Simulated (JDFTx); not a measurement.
## C under changes of volume

One of the cells (5.672 Å³/atom); the others are scaled copies at fixed shape and fractional positions:

```
CELL_PARAMETERS angstrom
0.00000 1.78337 1.78337
1.78337 0.00000 1.78337
1.78337 1.78337 0.00000
ATOMIC_POSITIONS crystal
C 0.75000 0.75000 0.75000
C 0.50000 0.50000 0.50000
```

This isn't the form of C at room conditions, which is graphite.

```yaml
Program: JDFTx 1.7.0 (patched build)
Functional: PBE
Potentials_or_basis: PseudoDojo-SR-PBE-0.5-standard
Cutoff: 1116 eV
Density_cutoff: 4463 eV
k_mesh: 13 × 13 × 13
Occupations: fermi-dirac, width 0.05 eV
Spin: no spin polarisation
```

```csv
volume (Å³/atom),energy over the lowest point (meV/atom),pressure (GPa),gap on the mesh (eV)
5.332,35.23,32.3,4.34
5.445,16.19,21.2,4.29
5.558,?,?,?
5.672,0.00,1.8,4.20
5.785,1.57,-6.6,4.15
5.899,8.82,-14.2,4.11
6.012,21.24,-21.2,4.07
```

What does the run at 5.558 Å³/atom give?

Energy over the lowest point 4.66 meV/atom; pressure 11.1 GPa; gap on the mesh 4.25 eV.

Worked out: A Birch-Murnaghan fit of order 3 (a polynomial in V^(-2/3)) to the other rows has its minimum at 5.70 Å³/atom with B0 = V·E''(V) = 433 GPa and B' = 3.8. It gives 4.69 meV/atom at 5.558 Å³/atom, against the run's 4.66, and -dE/dV = 11.3 GPa, against 11.1. A straight line through the other rows of the gap, of slope -2.26 eV per unit of ln V, gives 4.24 eV, against the run's 4.25.

Energies are extrapolated to zero smearing.

Caveats: the empty levels aren't tightly converged; an odd mesh through Γ misses points on the zone boundary, where band edges often lie.
